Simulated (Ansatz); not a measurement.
Ru (omega type), DFT, PBE, PAW with Ansatz's default frozen-core files, scalar-relativistic (Ansatz 0.2.0), on 1 thread of Arm Neoverse V1 (shared host).

Command: `ansatz run input.yaml --threads 1 --pin off --max-ram 3072MiB --backend cpu --events-out ev --progress --plain --runs-dir out`

```yaml
crystal:
  lattice:
    - [3.2672799074, 0.0, 0.0]
    - [-1.6336399537, 2.8295474011, 0.0]
    - [0.0, 0.0, 1.9699655294]
  atoms:
    - { symbol: Ru, position: [0.0, 0.0, 0.0] }
    - { symbol: Ru, position: [0.3333333333, 0.6666666667, 0.5] }
    - { symbol: Ru, position: [0.6666666667, 0.3333333333, 0.5] }
kpoints:
  mp_grid: { grid: [9, 9, 13] }
  band_path:
    path:
      - [0.0, 0.0, 0.0]
      - [0.5, 0.0, 0.0]
      - [0.3333333333, 0.3333333333, 0.0]
      - [0.0, 0.0, 0.0]
      - [0.0, 0.0, 0.5]
      - [0.5, 0.0, 0.5]
      - [0.3333333333, 0.3333333333, 0.5]
      - [0.0, 0.0, 0.5]
      - [0.5, 0.0, 0.5]
    npoints: 8
scf:
  occupations: { method: fermi_dirac, width: 0.08 }
hamiltonian:
  xc: pbe
  pseudopotentials: { kind: paw }
output:
  forces: true
  stress: true
  eigenvalues: true
  populations: true
  dos: { projected: true, de: 0.2, e_range: [-14, 8] }
```

Problem. How large is the problem that the program sets up?

Solution. 84 irreducible k-points, 367 plane waves at Γ, 29 bands.

Problem. About how long does it take?

Solution. 11 s of wall time for 9 SCF iterations. Times on shared machines scatter by tens of per cent.
